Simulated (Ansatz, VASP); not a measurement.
**One calculation of AlN, two programs**

INCAR

```
  PREC = Accurate
  ENCUT = 520
  EDIFF = 1E-6
  ISMEAR = 0
  SIGMA = 0.01
  LREAL = F
  LASPH = T
  NELM = 100
  ALGO = Normal
  ISIF = 2
  LWAVE = F
  LCHARG = F
  GGA = PE
  NBANDS = 16
```

File KPOINTS:

```
regular mesh
0
Gamma
  6 6 4
```

Contents of POSCAR:

```
AlN
1.0
    3.1123100000     -0.0547700000     -0.0638500000
   -1.6035900000      2.7364600000      0.0347400000
   -0.1021600000      0.0052000000      4.8832600000
Al N
2 2
Direct
    0.3322200000      0.6614300000      0.9991100000
    0.6749218425      0.3365648527      0.5049273851
    0.3327400000      0.6623700000      0.3821700000
    0.6583600000      0.3304500000      0.8792000000
```

Input for Ansatz:

```yaml
crystal:
  lattice:
    - [3.11231, -0.05477, -0.06385]
    - [-1.60359, 2.73646, 0.03474]
    - [-0.10216, 0.0052, 4.88326]
  atoms:
    - { symbol: Al, position: [0.33222, 0.66143, 0.99911] }
    - { symbol: Al, position: [0.6749218424905863, 0.33656485269672487, 0.5049273851403242] }
    - { symbol: "N", position: [0.33274, 0.66237, 0.38217] }
    - { symbol: "N", position: [0.65836, 0.33045, 0.8792] }
basis:
  ecutwfc: 540.0
  xc_grid: 2
kpoints:
  mp_grid:
    grid: [6, 6, 4]
hamiltonian:
  xc: pbe
scf:
  convergence:
    dr2_threshold: 1.0e-09
  occupations:
    method: fixed
output:
  forces: true
  stress: true
```

Alike in both runs: task single point; functional PBE; k mesh 6 × 6 × 4; no spin polarisation.

```csv
,VASP,Ansatz
version,VASP 6.6.1,Ansatz 0.2.0
potentials or method,"VASP PAW PBE potentials, release 64 (Al, N)","plane waves, PAW"
plane-wave cutoff (eV),520,540
occupations,"gaussian, width 0.01 eV",fixed
valence electrons in the cell,16,16
```

Ansatz gave:

* pressure (GPa): 7.4
* largest component of the traceless stress (GPa): 8.20
* rms of the force components (eV/Å): 0.453

Problem. What did VASP give for the same quantities?

Solution. Pressure (GPa): 7.1; largest component of the traceless stress (GPa): 8.30; rms of the force components (eV/Å): 0.454.

Atom by atom the forces differ by 0.001 eV/Å (rms over components). Ansatz warned: «stress_scf_threshold_loose».

Caveats: forces of over 1 eV/Å show positions far from the minimum, so gaps and moduli don't describe the material at rest. PBE gaps usually lie below the measured ones, often by a third to a half.
